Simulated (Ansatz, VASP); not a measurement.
# Two plane-wave programs on HfN

```
CELL_PARAMETERS angstrom
0.00000 2.25087 2.25087
2.25087 0.00000 2.25087
2.25087 2.25087 0.00000
ATOMIC_POSITIONS crystal
Hf 0.00000 0.00000 0.00000
N 0.50000 0.50000 0.50000
```

Alike in both runs: functional PBEsol; k mesh 16 × 16 × 16; occupations gaussian, width 0.1 eV; no spin polarisation.

Ansatz relaxed the structure, and its values are those at the end. VASP's run is a single point on that final structure, the one shown.

|  | VASP | Ansatz |
| --- | --- | --- |
| version | VASP 6.6.1 | Ansatz 0.2.0 |
| potentials or method | VASP PAW PBE potentials, release 64 (Hf_pv, N) | scalar-relativistic, plane waves, PAW |
| plane-wave cutoff (eV) | 520 | 420 |
| valence electrons in the cell | 15 | 31 |

Ansatz gave:

```
gap on the k mesh at the Fermi level (eV) : none
pressure (GPa)                            : 0.0
```

Estimate VASP's values.

gap on the k mesh at the Fermi level (eV): none; pressure (GPa): -2.2.

A gap of «none» marks a metal or a gap that the smearing closes. The functional is the same, so the differences come from potentials, cutoffs and numerics. The two sets of potentials don't hold the same shells in valence.

Caveats: the PAW data sets were made with another functional, which shifts forces and pressure a little (VASP). The runs have no spin-orbit coupling, so splittings on Hf are missing.
